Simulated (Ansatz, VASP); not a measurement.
## One calculation of SiC, two programs

File INCAR:

```
SYSTEM = SiC
ALGO     = Normal         ! electronic algorithm
EDIFF    = 1E-6           ! SCF threshold, eV
ENCUT    = 520            ! plane-wave cutoff, eV
GGA      = PE             ! functional
ISIF     = 2              ! what is computed and relaxed
ISMEAR   = 0              ! smearing method
LASPH    = .True.         ! aspherical terms in the spheres
LCHARG   = .False.        ! write CHGCAR
LREAL    = .False.        ! projectors in reciprocal space
LWAVE    = .False.        ! write WAVECAR
NBANDS   = 16             ! bands
NELM     = 60             ! most SCF steps
PREC     = Accurate       ! precision mode
SIGMA    = 0.05           ! smearing width, eV
```

File KPOINTS:

```
k-points
0
Gamma
  12 12 6
  0 0 0
```

POSCAR

```
SiC
1.0
    3.1791304311      0.0000000000      0.0000000000
   -1.5895652156      2.7532077153      0.0000000000
    0.0000000000      0.0000000000      4.7994212010
Si C
2 2
Direct
    0.3333333333      0.6666666667      0.0045636718
    0.6666666667      0.3333333333      0.5045636718
    0.3333333333      0.6666666667      0.3804363282
    0.6666666667      0.3333333333      0.8804363282
```

Input for Ansatz:

```yaml
crystal:
  lattice:
    - [3.1791304311, 0.0, 0.0]
    - [-1.5895652156, 2.7532077153, 0.0]
    - [0.0, 0.0, 4.799421201]
  atoms:
    - { symbol: Si, position: [0.3333333333, 0.6666666667, 0.0045636718] }
    - { symbol: Si, position: [0.6666666667, 0.3333333333, 0.5045636718] }
    - { symbol: C, position: [0.3333333333, 0.6666666667, 0.3804363282] }
    - { symbol: C, position: [0.6666666667, 0.3333333333, 0.8804363282] }
basis:
  ecutwfc: 420
kpoints:
  mp_grid: { grid: [12, 12, 6] }
hamiltonian:
  xc: pbe
scf:
  occupations: { method: gaussian, width: 0.05 }
output:
  forces: true
  stress: true
  eigenvalues: true
```

Alike in both runs: task single point; functional PBE; k mesh 12 × 12 × 6; occupations gaussian, width 0.05 eV; no spin polarisation.

|  | VASP | Ansatz |
| --- | --- | --- |
| version | VASP 6.6.1 | Ansatz 0.2.0 |
| potentials or method | VASP PAW PBE potentials, release 64 (Si, C) | scalar-relativistic, plane waves, PAW |
| plane-wave cutoff (eV) | 520 | 420 |
| valence electrons in the cell | 16 | 16 |

Ansatz gave:

| Item | Value |
| --- | --- |
| gap on the k mesh at the Fermi level (eV) | 2.04 |
| least direct gap on the mesh (eV) | 3.14 |
| pressure (GPa) | 1.8 |
| largest component of the traceless stress (GPa) | 31.78 |
| rms of the force components (eV/Å) | 0.650 |

Question: What did VASP give for the same quantities?

Answer: gap on the k mesh at the Fermi level (eV): 2.03; least direct gap on the mesh (eV): 3.14; pressure (GPa): 1.8; largest component of the traceless stress (GPa): 31.90; rms of the force components (eV/Å): 0.649.

Atom by atom the forces differ by 0.001 eV/Å (rms over components). With one functional, cell and mesh, what is left measures potentials, basis and numerics.

Caveats: forces of over 1 eV/Å show positions far from the minimum, so gaps and moduli don't describe the material at rest. A k mesh can miss the band edges.
